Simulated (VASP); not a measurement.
## As: single point with PBE

As:

```xyz
1
Lattice="2.6179 0.0000 0.0000 0.0000 2.6179 0.0000 0.0000 0.0000 2.6179" Properties=species:S:1:pos:R:3 pbc="T T T"
As    1.3089    1.3089    1.3089
```

The cell isn't the ideal one: strained and moved within the space group.

| Property | Result |
| --- | --- |
| Program | VASP 6.6.1 |
| Task | single point |
| Functional | PBE |
| Potentials or basis | VASP PAW PBE potentials, release 64 (As) |
| Cutoff | 520 eV |
| k mesh | 16 × 16 × 16 |
| Occupations | gaussian, width 0.1 eV |
| Spin | no spin polarisation |

```json
{
 "Pressure": "13.4 GPa",
 "Band gap on the k mesh": "none (metal or under the smearing width)"
}
```

Levels at points of the mesh, in eV from the Fermi level:
```
           k point  band 1  band 2  band 3  band 4  band 5  band 6
(0.00, 0.00, 0.00)  -15.98    4.47    4.47    4.47    8.51    8.51
(0.50, 0.00, 0.00)  -12.38   -7.82    7.14    7.14   11.43   14.64
(0.50, 0.50, 0.00)   -8.57   -4.84   -4.84    1.99    9.71   17.57
(0.50, 0.50, 0.50)   -4.23   -2.08   -2.08   -2.08    5.69    5.69
```

Run time: 6.1 s on 1 thread of Intel(R) Xeon(R) 6975P-C (Granite Rapids) (shared host), peak memory 0.13 GiB.
